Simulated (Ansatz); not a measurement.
All numbers below come from DFT PBE, scalar-relativistic, plane waves, PAW (Ansatz).

Settings: cutoff 420 eV, Γ-centred mesh 6×6×8 on the computed 6-atom cell, Gaussian smearing of 0.02 eV; no spin polarisation.

Structure with the computed forces (eV/Å) in the last three columns:

```xyz
6
Lattice="4.8282 -0.0009 0.0175 -0.0009 4.7796 -0.0234 0.0114 -0.0153 3.1779" Properties=species:S:1:pos:R:3:forces:R:3 pbc="T T T" pressure_GPa=11.14
Mg   -0.1191    0.0352    0.1371    2.5290   -2.4610   -3.8180
Mg    2.3260    2.3146    1.4773    3.0320    3.4340    5.0520
F     1.5363    1.7135    0.2007   -2.7920   -3.7940   -5.5090
F     0.9754    3.7249    1.3972   -0.1330    0.6780    0.6290
F     3.2838    3.5199   -0.0386   -0.1480   -1.3450   -0.1700
F     4.0831    0.6157    1.5782   -2.4880    3.4870    3.8160
```

Stress tensor (GPa, compression positive):

```
 7.17  0.66  1.78
 0.66  5.71 12.63
 1.78 12.63 20.55
```